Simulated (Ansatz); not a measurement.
MoS2 (P6_3/mmc), one atom moved along a line

All numbers below come from Ansatz, DFT PBEsol, scalar-relativistic, plane waves, PAW. Settings: plane waves to 420 eV, k-mesh 12×12×2 (Γ-centred), Gaussian smearing 0.05 eV. No spin polarisation. Energies are free energies at this smearing, counted from the undisturbed cell; pressure is positive in compression.

Zero of the scan (relaxed at this level):

```yaml
crystal:
  lattice:
    - [3.14143, 0.00000, 0.00000]
    - [-1.57072, 2.72056, 0.00000]
    - [0.00000, 0.00000, 12.57882]
  atoms:
    - { symbol: Mo, position: [0.33333, 0.66667, 0.25000] }
    - { symbol: Mo, position: [0.66667, 0.33333, 0.75000] }
    - { symbol: S, position: [0.33333, 0.66667, 0.62605] }
    - { symbol: S, position: [0.66667, 0.33333, 0.12605] }
    - { symbol: S, position: [0.33333, 0.66667, 0.87395] }
    - { symbol: S, position: [0.66667, 0.33333, 0.37395] }
```

The cell holds layers and no dispersion correction was added, so their binding is poorly described.

Atom 1 (Mo) is moved by x along the Cartesian unit vector (-0.500, -0.866, 0.000); the cell and all other atoms stay fixed.

| x (Å) | ΔE (meV/cell) |
| --- | --- |
| -0.1000 | 104.3 |
| -0.0500 | 26.1 |
| 0.0000 | 0.0 |
| 0.0125 | 1.6 |
| 0.0250 | 6.5 |
| 0.0375 | 14.7 |
| 0.0625 | 40.8 |
| 0.0750 | 58.8 |
| 0.0875 | 79.9 |

(1) Predict the gap on the mesh (eV) at each point.

Answers

(1)
```csv
x (Å),gap on the mesh (eV)
-0.1000,0.94
-0.0500,0.96
0.0000,0.98
0.0125,0.97
0.0250,0.97
0.0375,0.96
0.0625,0.95
0.0750,0.95
0.0875,0.94
```

Cost: 9 runs of about 3.9 core-minutes in all, on Intel Xeon Platinum 8488C (Sapphire Rapids) (shared hosts).